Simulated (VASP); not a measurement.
# MgSi (P4/mmm) in VASP: notebook, part 2 of 2

VASP 6.6.1. Earlier steps stand in the parts before.

## 3. Single point, HSE(alpha, omega)

Input file POSCAR:

```
MgSi
1.0
    2.9083940000      0.0000000000      0.0000000000
    0.0000000000      2.9083940000      0.0000000000
    0.0000000000      0.0000000000      4.1034270000
Si Mg
1 1
Direct
    0.5000000000      0.5000000000      0.5000000000
    0.0000000000      0.0000000000      0.0000000000
```

Input file INCAR.step1:

```
PREC = Accurate
ENCUT = 520
EDIFF = 1E-5
ISMEAR = -1
SIGMA = 0.05
LREAL = False
LASPH = True
NELM = 60
ALGO = Normal
ISIF = 2
LWAVE = True
LCHARG = False
NBANDS = 10
GGA = PE
```

Input file INCAR.step2:

```
PREC = Accurate
ENCUT = 520
EDIFF = 1E-7
ISMEAR = -1
SIGMA = 0.05
LREAL = False
LASPH = True
NELM = 60
ALGO = Normal
ISIF = 2
LWAVE = False
LCHARG = False
GGA = PE
LHFCALC = True
HFSCREEN = 0.2
AEXX = 0.5
PRECFOCK = Fast
NBANDS = 10
ISTART = 1
```

Input file KPOINTS:

```
regular mesh
0
Gamma
  5 5 4
```

Potentials or basis: VASP PAW PBE potentials, release 64 (Si, Mg).

Command:

```console
cat potpaw_PBE.64/Si/POTCAR potpaw_PBE.64/Mg/POTCAR > POTCAR
cp INCAR.step1 INCAR
mpirun -np 1 vasp_std > vasp.out
cp INCAR.step2 INCAR
mpirun -np 1 vasp_std > vasp.out
```

OUTCAR:

```text
PREC = Accurate
   ENCUT = 520
   EDIFF = 1E-7
   ISMEAR = -1
   LREAL = False
   LASPH = True
   NELM = 60
   ISIF = 2
   GGA = PE
   LHFCALC = True
   HFSCREEN = 0.2
   AEXX = 0.5
   PRECFOCK = Fast
   ISTART = 1

 ion  position               nearest neighbor table
   1  0.500  0.500  0.500-   2 2.90   2 2.90   2 2.90   2 2.90   2 2.90   2 2.90   2 2.90   2 2.90

   2  0.000  0.000  0.000-   1 2.90   1 2.90   1 2.90   1 2.90   1 2.90   1 2.90   1 2.90   1 2.90

  LATTYP: Found a simple tetragonal cell.
 ALAT       =     2.9083940000
 C/A-ratio  =     1.4108910278

  Lattice vectors:

 A1 = (   2.9083940000,   0.0000000000,   0.0000000000)
 A2 = (   0.0000000000,   2.9083940000,   0.0000000000)
 A3 = (   0.0000000000,   0.0000000000,   4.1034270000)

Analysis of symmetry for initial positions (statically):
=====================================================================
 Subroutine PRICEL returns:
 Original cell was already a primitive cell.

 Routine SETGRP: Setting up the symmetry group for a
 simple tetragonal supercell.

 Subroutine GETGRP returns: Found 16 space group operations
 (whereof 16 operations were pure point group operations)
 out of a pool of 16 trial point group operations.

The static configuration has the point symmetry D_4h.

Analysis of symmetry for dynamics (positions and initial velocities):
=====================================================================
 Subroutine PRICEL returns:
 Original cell was already a primitive cell.

 Routine SETGRP: Setting up the symmetry group for a
 simple tetragonal supercell.

 Subroutine GETGRP returns: Found 16 space group operations
 (whereof 16 operations were pure point group operations)
 out of a pool of 16 trial point group operations.

The dynamic configuration has the point symmetry D_4h.

 Subroutine INISYM returns: Found 16 space group operations
 (whereof 16 operations are pure point group operations),
 and found     1 'primitive' translations

----------------------------------------------------------------------------------------

                                     Primitive cell

  volume of cell :      34.7099

  direct lattice vectors                    reciprocal lattice vectors
     2.908394000  0.000000000  0.000000000     0.343832369  0.000000000  0.000000000
     0.000000000  2.908394000  0.000000000     0.000000000  0.343832369  0.000000000
     0.000000000  0.000000000  4.103427000     0.000000000  0.000000000  0.243698743

  length of vectors
     2.908394000  2.908394000  4.103427000     0.343832369  0.343832369  0.243698743

  position of ions in fractional coordinates (direct lattice)
     0.500000000  0.500000000  0.500000000
     0.000000000  0.000000000  0.000000000

  ion indices of the primitive-cell ions
   primitive index   ion index
                 1           1
                 2           2

----------------------------------------------------------------------------------------

 KPOINTS: regular mesh

Automatic generation of k-mesh.
 Grid dimensions read from file:
[... 42 lines left out ...]
   total plane-waves  NPLWV =  18432
   dimension x,y,z NGX =    24 NGY =   24 NGZ =   32
   dimension x,y,z NGXF=    48 NGYF=   48 NGZF=   64
   ions per type =               1   1
   NGX,Y,Z   is equivalent  to a cutoff of  13.72, 13.72, 12.96 a.u.
   NGXF,Y,Z  is equivalent  to a cutoff of  27.44, 27.44, 25.93 a.u.
 SYSTEM =  unknown system
   PREC   = accura    normal or accurate (medium, high low for compatibility)
   ISTART =      1    job   : 0-new  1-cont  2-samecut
   ICHARG =      0    charge: 1-file 2-atom 10-const
   ISPIN  =      1    spin polarized calculation?
   LNONCOLLINEAR =      F non collinear calculations
   LSORBIT =      F    spin-orbit coupling
   LASPH  =      T    aspherical Exc in radial PAW
   ENCUT  =  520.0 eV  38.22 Ry    6.18 a.u.   5.41  5.41  7.63*2*pi/ulx,y,z
   NELM   =     60;   NELMIN=  2; NELMDL=  0     # of ELM steps
   EDIFF  = 0.1E-06   stopping-criterion for ELM
   LREAL  =      F    real-space projection
   EDIFFG = 0.1E-05   stopping-criterion for IOM
   NSW    =      0    number of steps for IOM
   IBRION =     -1    ionic relax: 0-MD 1-quasi-New 2-CG
   NFREE  =      0    steps in history (QN), initial steepest desc. (CG)
   ISIF   =      2    stress and relaxation
   ISYM   =      3    0-nonsym 1-usesym 2-fastsym
   POTIM  = 0.5000    time-step for ionic-motion
   TEBEG  =    0.0;   TEEND  =   0.0 temperature during run
   PSTRESS=    0.0 pullay stress
   NELECT =       6.0000    total number of electrons
   NUPDOWN=      -1.0000    fix difference up-down
   EMIN   =  10.00;   EMAX   =-10.00  energy-range for DOS
   EFERMI =   0.00;   METHOD = LEGACY
   ISMEAR =    -1;   SIGMA  =   0.05  broadening in eV -4-tet -1-fermi 0-gaus
   EFERMI_NEDOS =   21; number of points for ismear=-14 and -15
   IALGO  =     38    algorithm
   IMIX   =      1    mixing-type and parameters
     AMIX     =   0.40;   BMIX     =  1.00
     AMIX_MAG =   1.60;   BMIX_MAG =  1.00
  volume/ion in A,a.u.               =      17.35       117.12
  Fermi-wavevector in a.u.,A,eV,Ry     =   0.911957  1.723348 11.315488  0.831665
  Thomas-Fermi vector in A             =   2.036296
   LORBIT       =      0    0 simple, 1 ext, 2 COOP (PROOUT), +10 PAW based schemes
   GGA     = PE    functional components
   LHFCALC =     T    Hartree Fock is set to
   PRECFOCK=fast      Normal, Fast or Accurate (Low or Medium for compatibility)
   ENCUT4O =  -1.0   cutoff for four orbital integrals eV
   NKREDX  =     1    reduce k-point grid by
   NKREDY  =     1    reduce k-point grid by
   NKREDZ  =     1    reduce k-point grid by
   AEXX    =    0.5000 exact exchange contribution
   HFSCREEN=    0.2000 screening length (either q_TF or 0.3 A-1)
   HFSCREENC=   0.2000 screening length for correlation (either q_TF or 0.3 A-1)
   ENCUTFOCK=  -1.0 apply spherical cutoff to Coloumb kernel
   IVDW    =     0    specifies the selected vdW correction
   LEPSILON=     F    determine dielectric tensor
   LRPA    =     F    only Hartree local field effects (RPA)
 non-spin polarized calculation
  energy-cutoff  :      520.00
  volume of cell :       34.71
 maximum number of plane-waves:       952
 NGX is ok and might be reduce to    24
  NGX = 12; NGY = 12; NGZ = 18

 number of electron       6.0000000 magnetization

 Free energy of the ion-electron system (eV)
  ---------------------------------------------------
  ext. energy  EPLUGINS =         0.00000000
  ---------------------------------------------------
  free energy    TOTEN  =        -8.18394531 eV

  energy without entropy =       -8.17521104  energy(sigma->0) =       -8.17957817

 E-fermi :   6.2033     XC(G=0):  -6.4652

 val. band max:        6.1266574363   @ k =   0.2000   0.0000   0.0000
 cond. band min:       6.2967707623   @ k =   0.2000   0.2000   0.2500
 fundamental gap:      0.1701133260
 Fermi energy:         6.2032616418

 k-point     1 :       0.0000    0.0000    0.0000
  band No.  band energies     occupation
      1      -8.2880      2.00000
      2       2.0873      2.00000
      3       5.1378      2.00000
      4      11.6542      0.00000
      5      11.6542      0.00000
      6      12.5604      0.00000
      7      16.0035      0.00000
      8      20.6320      0.00000
      9      20.6320      0.00000
     10      20.9712      0.00000
[... 209 lines left out ...]
 k-point    18 :       0.4000    0.4000    0.5000
  band No.  band energies     occupation
      1      -0.7306      2.00000
      2       3.2766      2.00000
      3       3.4745      2.00000
      4       4.6398      2.00000
      5       8.2381      0.00000
      6       8.8277      0.00000
      7       9.8923      0.00000
      8      14.2466      0.00000
      9      20.4962      0.00000
     10      21.6455      0.00000

------------------------ aborting loop because EDIFF is reached ----------------------------------------

  FORCE on cell =-STRESS in cart. coord.  units (eV):
  Direction    XX          YY          ZZ          XY          YZ          ZX
  --------------------------------------------------------------------------------------
  -------------------------------------------------------------------------------------
  Total       -0.7053498     -0.7053498      0.1772792      0.0000000      0.0000000     -0.0000000
  in kB      -32.5583185    -32.5583185      8.1830485      0.0000000      0.0000000     -0.0000000
  external PRESSURE =     -18.9778628 kB  Pullay stress =       0.0000000 kB

 VOLUME and BASIS-vectors are now :
 -----------------------------------------------------------------------------
  energy-cutoff  :      520.00
  volume of cell :       34.71
      direct lattice vectors                 reciprocal lattice vectors
     2.908394000  0.000000000  0.000000000     0.343832369  0.000000000  0.000000000
     0.000000000  2.908394000  0.000000000     0.000000000  0.343832369  0.000000000
     0.000000000  0.000000000  4.103427000     0.000000000  0.000000000  0.243698743

 POSITION                                       TOTAL-FORCE (eV/Angst)
 -----------------------------------------------------------------------------------
      1.45420      1.45420      2.05171         0.000000      0.000000      0.000000
      0.00000      0.00000      0.00000         0.000000      0.000000      0.000000
 -----------------------------------------------------------------------------------
    total drift:                               -0.001082      0.000009      0.001488

  FREE ENERGIE OF THE ION-ELECTRON SYSTEM (eV)
  ---------------------------------------------------
  free  energy   TOTEN  =        -8.1839453070 eV

  energy  without entropy=       -8.1752110400  energy(sigma->0) =       -8.17957817
```

It took 4.2 min on 1 thread of AMD EPYC 7R43 (Zen 3), shared host; peak memory 0.23 GiB.

What came out:

```
Free energy            : -8.1839 eV
Pressure               : -1.9 GPa
Band gap on the k mesh : none (metal or under the smearing width)
```

Levels at points of the mesh, in eV from the Fermi level:
```tsv
k point	band 1	band 2	band 3	band 4	band 5	band 6	band 7	band 8
(0.00, 0.00, 0.00)	-14.49	-4.12	-1.07	5.45	5.45	6.36	9.80	14.43
(0.00, 0.00, 0.50)	-13.26	-9.32	6.13	6.13	7.97	9.09	9.88	10.16
```

Caveat: the k mesh is coarse (spacing up to 0.43 Å⁻¹), so the values aren't converged, least of all with exact exchange; the PAW data sets were made with another functional, which shifts forces and pressure a little.
